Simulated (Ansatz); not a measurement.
# Thickness series of a NiSi2/ZnS/NiSi2 junction, part 3 of 6

How fast does the current through NiSi2/ZnS/NiSi2 fall with each added layer? Both electrodes are NiSi2 fluorite(111) turned by 180 degrees (type B); the barrier is ZnS zinc blende(111) (whole bilayers). In the first transport cell, after relaxation, the nearest pair of electrode and barrier is Si–S at 2.34 Å, along the normal, at the lower face and Si–Zn at 2.49 Å, along the normal, at the upper one. All share a net of side 3.84 Å, which strains the lower electrode by +0.0 % and the barrier by -0.4 %, against typed lattice constants near PBE's. The first steps treat the bulk electrodes alone.

Ansatz 0.2.0; PBE DFT, plane waves, PAW files (the session's first sound run).

So far. Step 3 (Relaxing the interfaces): The largest force component on a free atom ends at 0.017 eV/Å. The work functions of the outer faces are 5.34 and 4.92 eV.

## 4. The open system: T(E)

This step: PBE DFT, plane waves, PAW files; ballistic transmission by layer matching between semi-infinite leads (Ansatz 0.2.0).

System of this step: NiSi2/ZnS/NiSi2. The cell holds 56 atoms: 34 Si, 16 Ni, 3 S and 3 Zn. Its edges and angles: a = 3.840 Å, b = 3.840 Å, c = 76.548 Å, α = 90.0°, β = 90.0°, γ = 120.0°. Regions: left electrode, 25 atoms (17 Si and 8 Ni); barrier, 6 atoms (3 S and 3 Zn); right electrode, 25 atoms (17 Si and 8 Ni). Vacuum lies along c.

The relaxed core is set between ideal electrode layers (this cell holds 6 atomic planes between the electrodes; where that differs from the relaxed slab, whole periods were copied in or cut out without a new relaxation), which the solver continues as semi-infinite leads. A wide energy window on a coarse mesh (12×12) shows where the Fermi level lies against the barrier's bands; the projected density of states shows how far the metals' states reach in.

input.yaml reads:

```yaml
crystal:
  lattice:
    - [3.84, 0.0, 0.0]
    - [-1.92, 3.3255375505, 0.0]
    - [0.0, 0.0, 76.5480132618]
  atoms:
    - { symbol: Si, position: [0.0, 0.0, 0.0914458743] }
    - { symbol: Si, position: [0.33333333, 0.66666667, 0.1118476727] }
    - { symbol: Ni, position: [0.0, 0.0, 0.1223053576] }
    - { symbol: Si, position: [0.66666667, 0.33333333, 0.1327630424] }
    - { symbol: Si, position: [0.0, 0.0, 0.1531648408] }
    - { symbol: Ni, position: [0.66666667, 0.33333333, 0.1636225257] }
    - { symbol: Si, position: [0.33333333, 0.66666667, 0.1740802105] }
    - { symbol: Si, position: [0.66666667, 0.33333333, 0.1944820089] }
    - { symbol: Ni, position: [0.33333333, 0.66666667, 0.2049396938] }
    - { symbol: Si, position: [0.0, 0.0, 0.2153973786] }
    - { symbol: Si, position: [0.33333333, 0.66666667, 0.235799177] }
    - { symbol: Ni, position: [0.0, 0.0, 0.2462568619] }
    - { symbol: Si, position: [0.66666667, 0.33333333, 0.2567145468] }
    - { symbol: Si, position: [0.0, 0.0, 0.2771163451] }
    - { symbol: Ni, position: [0.66666667, 0.33333333, 0.28757403] }
    - { symbol: Si, position: [0.33333333, 0.66666667, 0.2980317149] }
    - { symbol: Si, position: [0.66666667, 0.33333333, 0.3184335133] }
    - { symbol: Ni, position: [0.33333333, 0.66666667, 0.3288911981] }
    - { symbol: Si, position: [0.0, 0.0, 0.339348883] }
    - { symbol: Si, position: [0.33333333, 0.66666667, 0.3597506814] }
    - { symbol: Ni, position: [0.0, 0.0, 0.3702083662] }
    - { symbol: Si, position: [0.66666667, 0.33333333, 0.3806660511] }
    - { symbol: Si, position: [0.0, 0.0, 0.4010678495] }
    - { symbol: Ni, position: [0.66666667, 0.33333333, 0.4115255343] }
    - { symbol: Si, position: [0.33333333, 0.66666667, 0.4225431826] }
    - { symbol: S, position: [0.33333333, 0.66666667, 0.4531576583] }
    - { symbol: Zn, position: [0.66666667, 0.33333333, 0.4636369114] }
    - { symbol: S, position: [0.66666667, 0.33333333, 0.4941753629] }
    - { symbol: Zn, position: [0.0, 0.0, 0.5048080598] }
    - { symbol: S, position: [0.0, 0.0, 0.535346093] }
    - { symbol: Zn, position: [0.33333333, 0.66666667, 0.5462490941] }
    - { symbol: Si, position: [0.33333333, 0.66666667, 0.5787908285] }
    - { symbol: Ni, position: [0.0, 0.0, 0.5884744657] }
    - { symbol: Si, position: [0.66666667, 0.33333333, 0.5989321505] }
    - { symbol: Si, position: [0.0, 0.0, 0.6193339489] }
    - { symbol: Ni, position: [0.66666667, 0.33333333, 0.6297916338] }
    - { symbol: Si, position: [0.33333333, 0.66666667, 0.6402493186] }
    - { symbol: Si, position: [0.66666667, 0.33333333, 0.660651117] }
    - { symbol: Ni, position: [0.33333333, 0.66666667, 0.6711088019] }
    - { symbol: Si, position: [0.0, 0.0, 0.6815664867] }
    - { symbol: Si, position: [0.33333333, 0.66666667, 0.7019682851] }
    - { symbol: Ni, position: [0.0, 0.0, 0.71242597] }
    - { symbol: Si, position: [0.66666667, 0.33333333, 0.7228836549] }
    - { symbol: Si, position: [0.0, 0.0, 0.7432854532] }
    - { symbol: Ni, position: [0.66666667, 0.33333333, 0.7537431381] }
    - { symbol: Si, position: [0.33333333, 0.66666667, 0.764200823] }
    - { symbol: Si, position: [0.66666667, 0.33333333, 0.7846026214] }
    - { symbol: Ni, position: [0.33333333, 0.66666667, 0.7950603062] }
    - { symbol: Si, position: [0.0, 0.0, 0.8055179911] }
    - { symbol: Si, position: [0.33333333, 0.66666667, 0.8259197895] }
    - { symbol: Ni, position: [0.0, 0.0, 0.8363774743] }
    - { symbol: Si, position: [0.66666667, 0.33333333, 0.8468351592] }
    - { symbol: Si, position: [0.0, 0.0, 0.8672369576] }
    - { symbol: Ni, position: [0.66666667, 0.33333333, 0.8776946424] }
    - { symbol: Si, position: [0.33333333, 0.66666667, 0.8881523273] }
    - { symbol: Si, position: [0.66666667, 0.33333333, 0.9085541257] }
kpoints:
  mp_grid: { grid: [8, 8, 1] }
scf:
  occupations: { method: fermi_dirac, width: 0.1 }
  max_iter: 150
hamiltonian:
  xc: pbe
output:
  transmission:
    kmesh: [12, 12]
    e_range: [-2.5, 2.5]
    de: 0.1
    leads: [[10, 13], [42, 45]]
  dos: { projected: true, e_range: [-6, 5], de: 0.05 }
  write_potential: true
  write_density: true
  volumetric_format: npy
  elf: true
```

On the command line:

```console
$ ansatz run input.yaml --threads 8 --pin off --max-ram 24576MiB --backend cpu --events-out ev --progress --plain --runs-dir out
```

Numbers of over 12 decimals in the logs are rounded to 6 here.

Output:

```text
[...]
Crystal: 56 atoms, lattice volume = 977.523 Å³
Basis set: ecut = 420 eV, 19059 PW (Γ)
Bands: 295, of which v1, the nominal top of the filled ones, is band 239 counted from 1 (238 counted from 0)
Symmetry: 6 space group operations
[...]
k-points: 10 of 64 (time reversal used)
[...]
SCF iter   1: F=—  HF=-127735.181247 eV  |F-HF|=—  |Δ(HF+E_count)|=         —  Δρ=1.45e-2  dr2=9.57e1  ethr=1.77e-3  ⟨swp⟩=9.5  Hψ=15335  notcnv=0  defer=101
[...]
SCF iter  11: F=-127734.748066 eV  HF=-127734.748066 eV  |F-HF|=9.04e-9  |Δ(HF+E_count)|=   4.31e-7  Δρ=1.92e-6  dr2=4.28e-8  ethr=2.09e-11  ⟨swp⟩=16.3  Hψ=14459  notcnv=0
SCF 1 converged in 11 iterations: F = -127734.748066 eV  dr2 = 4.28e-8
[...]
transmission: 148 of 1425 steps passed
transmission: 285 of 1425 steps passed
[...]
transmission: 1425 of 1425 steps passed
WARN: The output density's exchange-correlation potential varies sharply where the density is thin. Do not read a vacuum level from v_tot or v_xc, or from such a field of the output density. On a cell that repeats whose density bears no net charge and no dipole along the vacuum's axis use v_es (v_loc + v_h of the components); under efield.dipole_correction with no amplitude use v_es + v_field, which holds any externa [...]
SCF converged after 11 iterations
Free energy (F): -127734.748066 eV
[...]
Internal energy: -127734.271238 eV  (E = F + TS)
E sigma→0 (E₀):  -127734.509652 eV
Entropy (-TS):   -0.476828 eV (-8.515 meV/atom)
Fermi energy:    8.707881 eV
[...]
--- Band table (eV; the first three rows and the last of 10) ---
  k-point 0: bands = [... 235 lower, 9.7711, 9.8118, 9.9348, 9.9348, 9.9462, 9.9519, 9.9519, 10.0642, ... 52 higher]
  k-point 1: bands = [... 235 lower, 9.3870, 9.4513, 9.4787, 9.5076, 9.5308, 9.5848, 9.5957, 9.6416, ... 52 higher]
  k-point 2: bands = [... 235 lower, 8.5017, 8.5059, 8.6408, 8.6625, 8.7963, 8.8280, 8.8311, 8.9166, ... 52 higher]
  k-point 9: bands = [... 235 lower, 7.3925, 7.3953, 7.5586, 7.6819, 8.0448, 8.1199, 8.1213, 9.0903, ... 52 higher]
--- Transmission ---
  basis      : 109 plane waves across, 75 finite elements along
  points     : 19, standing for a mesh of 12 x 12
  energies   : 51 from -2.500000 to 2.500000 eV about the Fermi level, 0.100000 eV apart; the leads are filled to 0.000000 eV, and channels, transmission and decay are at 0.000000 eV
  crystal 0  : Si2Ni1, at the sites [10, 13], period 3.1627 Å, over 25.30 Å; its Hamiltonian steps by up to 10.2 meV
    offset         : up to 0.0000 Å between an atom of the period and one for which it stands
    channels       : 1.159722e0 a spin
    conductance    : none, the energies end too early or step too widely for 300 K: set another output.transmission.e_range or a lower de, or, where they end at an eighth of basis.ecutwfc, a higher one
    slowest decay  : 0.0807 /Å at (0.2500, 0.1667)
[...]
channels       : 1.159722e0 a spin
[...]
slowest decay  : 0.0796 /Å at (0.2500, 0.1667)
  junction   : crystal 0 to crystal 1, 20.43 to 56.12 Å
    transmission   : 4.035968e-3 a spin
[...]
```

The job ended after 3.9 min (8 threads of Arm Neoverse V2, shared host; peak memory 10 GiB; 29 min of CPU time).

Numbers from this step:

- free energy: -127734.7481 eV
- Fermi energy: 8.708 eV
- level to which the leads are filled: 0 eV from the Fermi level
- transmission at the Fermi level (a spin, zone mean): 0.004036
- channels of the lower lead: 1.160
- channels of the upper lead: 1.160
- potential step in the lower lead: 10.2 meV
- potential step in the upper lead: 10.1 meV

One spin. Transmission, zone mean against energy, zero at the Fermi level:

energy (eV), transmission, zone mean and a bar:
```
    -2.50      0.129 ############
    -2.40      0.109 ##########
    -2.30      0.156 ###############
    -2.20      0.155 ###############
    -2.10      0.138 #############
    -2.00      0.081 ########
    -1.80      0.050 #####
    -1.70      0.032 ###
    -1.60      0.026 ##
    -1.40      0.022 ##
    -1.30      0.013 #
    -1.10      0.012 #
    -1.00      0.008 
    -0.90      0.008 #
    -0.70      0.006 
    -0.60      0.006 
    -0.50      0.005 
    -0.30      0.003 
    -0.20      0.003 
    -0.10      0.007 
     0.00      0.004 
     0.10      0.006 
     0.20      0.007 
     0.30      0.007 
     0.50      0.008 #
     0.60      0.009 #
     0.70      0.010 #
     0.90      0.007 
     1.00      0.010 #
     1.10      0.017 #
     1.30      0.045 ####
     1.40      0.068 ######
     1.60      0.055 #####
     1.70      0.029 ###
     1.80      0.011 #
     2.00      0.042 ####
     2.10      0.138 #############
     2.20      0.195 ##################
     2.40      0.253 ########################
     2.50      0.314 ##############################
```

One spin. Table of open channels, zone mean by energy, zero at the Fermi level:

```tsv
energy (eV)	lower lead	upper lead
-2.50	1.67	1.67
-2.30	1.80	1.80
-2.20	1.80	1.80
-2.00	1.88	1.80
-1.80	1.84	1.84
-1.60	1.72	1.72
-1.50	1.59	1.59
-1.30	1.31	1.31
-1.10	1.19	1.15
-0.90	1.02	1.02
-0.80	1.02	1.02
-0.60	0.854	0.854
-0.40	0.681	0.681
-0.30	0.701	0.701
-0.10	1.03	1.03
0.00	1.16	1.16
0.10	1.12	1.12
0.30	1.41	1.41
0.40	1.37	1.37
0.60	1.63	1.63
0.80	1.80	1.80
0.90	1.92	1.92
1.10	2.13	2.13
1.30	1.55	1.55
1.50	1.40	1.40
1.60	1.03	1.03
1.80	0.674	0.674
2.00	1.33	1.41
2.20	2.70	2.74
2.30	2.92	2.92
2.50	2.81	2.83
```

Transmission over k1 and k2. At 0.0000 eV from the Fermi level; zeros and values more than six decades under the largest are shown at that floor.

log10 of the mean of each cell; the least values stand at a floor. Values, 12 rows by 12 columns:
```
-3.7 -2.6 -2.8 -7.4 -7.4 -2.8 -2.6 -3.7 -7.4 -7.4 -7.4 -7.4
-5.2 -2.8 -3.5 -2.7 -4.3 -2.7 -3.5 -2.8 -5.2 -7.4 -7.4 -7.4
-7.4 -7.4 -2.7 -2.3 -2.5 -2.5 -2.3 -2.7 -7.4 -7.4 -7.4 -7.4
-5.2 -7.4 -4.3 -2.5 -1.6 -2.3 -1.6 -2.5 -4.3 -7.4 -5.2 -7.4
-3.7 -2.8 -2.7 -2.5 -2.3 -1.4 -1.4 -2.3 -2.5 -2.7 -2.8 -3.7
-5.6 -2.6 -3.5 -2.3 -1.6 -1.4 -6.0 -1.4 -1.6 -2.3 -3.5 -2.6
-3.7 -3.7 -2.8 -2.7 -2.5 -2.3 -1.4 -1.4 -2.3 -2.5 -2.7 -2.8
-5.2 -7.4 -5.2 -7.4 -4.3 -2.5 -1.6 -2.3 -1.6 -2.5 -4.3 -7.4
-7.4 -7.4 -7.4 -7.4 -7.4 -2.7 -2.3 -2.5 -2.5 -2.3 -2.7 -7.4
-5.2 -7.4 -7.4 -7.4 -5.2 -2.8 -3.5 -2.7 -4.3 -2.7 -3.5 -2.8
-3.7 -7.4 -7.4 -7.4 -7.4 -3.7 -2.6 -2.8 -7.4 -7.4 -2.8 -2.6
-5.6 -3.7 -5.2 -7.4 -5.2 -3.7 -5.6 -3.7 -5.2 -7.4 -5.2 -3.7
```
Columns: k1 (b1) from -0.5 to 0.417; rows upwards: k2 (b2) from -0.5 to 0.417.

Open channels of the lower lead over k1 and k2. At 0.0000 eV from the Fermi level.

Values, 12 rows by 12 columns:
```
1.00 1.00 1.00 0.00 0.00 1.00 1.00 1.00 1.00 0.00 0.00 1.00
1.00 1.00 1.00 2.00 1.00 2.00 1.00 1.00 1.00 0.00 0.00 0.00
0.00 0.00 2.00 3.00 2.00 2.00 3.00 2.00 0.00 0.00 0.00 0.00
1.00 0.00 1.00 2.00 3.00 1.00 3.00 2.00 1.00 0.00 1.00 1.00
1.00 1.00 2.00 2.00 1.00 2.00 2.00 1.00 2.00 2.00 1.00 1.00
1.00 1.00 1.00 3.00 3.00 2.00 2.00 2.00 3.00 3.00 1.00 1.00
1.00 1.00 1.00 2.00 2.00 1.00 2.00 2.00 1.00 2.00 2.00 1.00
1.00 1.00 1.00 0.00 1.00 2.00 3.00 1.00 3.00 2.00 1.00 0.00
0.00 0.00 0.00 0.00 0.00 2.00 3.00 2.00 2.00 3.00 2.00 0.00
1.00 0.00 0.00 0.00 1.00 1.00 1.00 2.00 1.00 2.00 1.00 1.00
1.00 1.00 0.00 0.00 1.00 1.00 1.00 1.00 0.00 0.00 1.00 1.00
1.00 1.00 1.00 0.00 1.00 1.00 1.00 1.00 1.00 0.00 1.00 1.00
```
Columns: k1 (b1) from -0.5 to 0.417; rows upwards: k2 (b2) from -0.5 to 0.417.

Projected DOS an atom over height of the atomic layer and energy from the Fermi level. Layers: Si Si Ni Si Si Ni Si Si Ni Si Si Ni Si Si Ni Si Si Ni Si Si Ni Si Si Ni Si S Zn S Zn S Zn Si Ni Si Si Ni Si Si Ni Si Si Ni Si Si Ni Si Si Ni Si Si Ni Si Si Ni Si Si; projections on atoms miss part of the total, and the computed bands can run out at the top of the range; a column is the mean of 4 neighbouring layers, the last of those left over.

Ten even steps from '0' (0.08 states/eV) to '9' (2.91 states/eV), each cell a mean:
```
00000000000000
00000000000000
11010000001011
11011111111011
11111110111111
11111000111111
10000000000001
11011000111011
01111100011110
10000000000001
00000000000000
00000100000000
11000100100011
21111201211112
21211411411212
22422721622422
45955621755954
22322331222322
22322310322322
23433210333432
11211101111211
00010011001000
```
Columns: height of the atomic layer (Å) from 8.77 to 67.8 (not evenly spaced); rows upwards: energy from the Fermi level (eV) from -6 to 5.

ELF in the ca plane at fractional y = 0.333, with atoms of Si and Ni and Zn and S within 0.2 Å of it. It is the smooth field of the valence electrons, not physical close to the nuclei.

Ten even steps from '0' (0.00) to '9' (0.80), each cell a mean:
```
00000000000012455443345678766543334566788654
00000000000000122211114786577523332577568742
00000000000000001000003544359524752486334531
00000000000000000000003544459535752486344531
00000000000000111111113776468523432587457742
00000000000012344433334688766543234566788653
00000000000125788766666556544566566544555566
00000000000247999888886433334467776443333467
00000000000257999888886433333467776433333468
00000000000135788766766555544566666544555566
```
Columns run along c (16.0 Å, from fractional 0.01 to 0.22 of the cell), rows up along a (3.8 Å). Atoms in or near the plane, at fractional coordinates: Si at (0.13, 0.67), Ni at (0.16, 0.67), Si at (0.19, 0.67).

Electrostatic potential energy in the ca plane at fractional y = 0.333, with atoms of Si and Ni and Zn and S within 0.2 Å of it. With pseudopotentials it is smooth inside the atoms' cores, unlike the true potential.

Values in eV, 6 rows by 16 columns, each cell a mean:
```
 -5   6   0   1  11  12  11  12  12  10  -2  -1   5  -6   7  -6
-32  -7 -20 -17  11  13  12  12  13   9 -29 -27 -12 -42  -2 -40
-27  -4 -17 -14  11  13  12  12  13  10 -23 -21  -7 -36   1 -33
  3   9   6   6  11  12  10  11  12   9   4   5   7   3   8   3
  9  11  11   8   9  10   6   9  11   5   7   9   6   6   6   9
  9  11  11   8  10  10   7  10  11   6   7   9   6   7   7   9
```
Columns run along c (16.0 Å, from fractional 0.46 to 0.67 of the cell; values clipped at the 3rd and 97th percentile), rows up along a (3.8 Å). Atoms in or near the plane, at fractional coordinates: Zn at (0.46, 0.67), S at (0.49, 0.67), Si at (0.60, 0.67), Ni at (0.63, 0.67), Si at (0.66, 0.67).

Valence density in the ca plane at fractional y = 0.333, with atoms of Si and Ni and Zn and S within 0.2 Å of it. It is the smooth field of the valence electrons, not physical close to the nuclei.

Ten steps, logarithmic in the rise over the least value, from '0' (0 e/Å³) to '9' (36 e/Å³), each cell a mean:
```
00011111111111100000001110001111100000000000
00011111111354210000012431112222100000000000
00011001112798410000026873122222200000000000
00011001112798410000026973122212200000000000
00011111111465210000013542112222100000000000
00011111111121100000011110001221100000000000
01111110001111100000011000000011000000111000
11111100001111100000111000000000000001111100
11111100001111100000111000000000000001111100
11111100001111100000011000000000000000111000
```
Columns run along c (16.0 Å, from fractional 0.35 to 0.56 of the cell), rows up along a (3.8 Å). Atoms in or near the plane, at fractional coordinates: Si at (0.38, 0.67), Ni at (0.41, 0.67), Zn at (0.46, 0.67), S at (0.49, 0.67).

At the Fermi level the transmission is 0.0040, as a zone mean for one spin on this coarse mesh. At the Fermi level the layers of this cell's barrier hold from 0.0066 to 0.062 states an eV and atom. In the worse lead the potential repeats within 10 meV, which the program lets pass.

(Continued in part 4 of 6.)

[Logs are printed without paths, hosts, clocks, repeated set-up lines and the standing remarks that a program may print on its own settings, such as how far it seeks lower states.]

[Hosts, paths, dates, database ids (printed as entryN), source tags and the programs' standing remarks are cut or masked in the printed files.]
